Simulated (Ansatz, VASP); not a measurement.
**One calculation of Pt, two programs**

```
Pt
1.0
     2.81423    0.00000    0.00000
    -1.40711    2.43719    0.00000
     0.00000    0.00000    4.84171
Pt
2
Direct
  0.33333 0.66667 0.25000
  0.66667 0.33333 0.75000
```

Alike in both runs: task single point; functional revPBE; k mesh 15 × 15 × 8; occupations fermi-dirac, width 0.1 eV; no spin polarisation.

```csv
,VASP,Ansatz
version,VASP 6.6.1,Ansatz 0.2.0
potentials or method,"VASP PAW PBE potentials, release 64 (Pt)","plane waves (420 eV) with PAW, scalar-relativistic"
plane-wave cutoff (eV),520,420
valence electrons in the cell,20,36
```

```tsv
	VASP	Ansatz	Ansatz less VASP
pressure (GPa)	-8.4	-8.0	+0.40
largest component of the traceless stress (GPa)	0.60	0.67	+0.071
```

The two sets of potentials don't hold the same shells in valence.

Caveats: the PAW data sets were made with another functional, which shifts forces and pressure a little (VASP). Spin-orbit coupling is left out, which matters for the levels of Pt.
